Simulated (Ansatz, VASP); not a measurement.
## Two plane-wave programs on As

INCAR

```
SYSTEM = As
AGGAC = 1.0 ; AGGAX = 1.0
ALDAC = 0.0 ; ALDAX = 1.0
ALGO = Normal ; EDIFF = 1E-6
ENCUT = 520 ; GGA = B5
ISIF = 2 ; ISMEAR = -1
LASPH = .True. ; LCHARG = .True.
LELF = .True. ; LREAL = .False.
LVHAR = .True. ; LWAVE = .False.
NBANDS = 8 ; NELM = 100
PREC = Accurate ; SIGMA = 0.1
```

Contents of KPOINTS:

```
k-points
0
Gamma
  14 14 14
  0 0 0
```

Contents of POSCAR:

```
As
1.0
    0.0000000000      2.2899951436      2.2899951436
    2.2899951436      0.0000000000      2.2899951436
    2.2899951436      2.2899951436      0.0000000000
As
1
Direct
    0.0000000000      0.0000000000      0.0000000000
```

Input for Ansatz:

```yaml
crystal:
  lattice:
    - [0.0, 2.2899951436, 2.2899951436]
    - [2.2899951436, 0.0, 2.2899951436]
    - [2.2899951436, 2.2899951436, 0.0]
  atoms:
    - { symbol: As, position: [0.0, 0.0, 0.0] }
hamiltonian:
  xc: blyp
  pseudopotentials:
    kind: paw
    azcp:
      As: "pseudopotentials/As.paw.azcp"
basis:
  ecutwfc: 420
  fft_grid_basis: typed
kpoints:
  mp_grid: { grid: [14, 14, 14], shift: [0, 0, 0] }
magnetization:
  spin_polarized: false
scf:
  occupations: { method: fermi_dirac, width: 0.1 }
  lower_state_search: "off"
output:
  stress: true
```

Alike in both runs: task single point; functional BLYP; k mesh 14 × 14 × 14; occupations fermi-dirac, width 0.1 eV; no spin polarisation.

```csv
,VASP,Ansatz
version,VASP 6.6.1,Ansatz 0.2.0
potentials or method,"VASP PAW PBE potentials, release 64 (As)","plane waves (420 eV) with PAW, scalar-relativistic"
plane-wave cutoff (eV),520,420
valence electrons in the cell,5,15
```

```tsv
	VASP	Ansatz	Ansatz less VASP
pressure (GPa)	-5.2	-5.3	-0.10
```

With one functional, cell and mesh, what is left measures potentials, basis and numerics. The two sets of potentials don't hold the same shells in valence.

Caveats: the PAW data sets were made with another functional, which shifts forces and pressure a little (VASP).
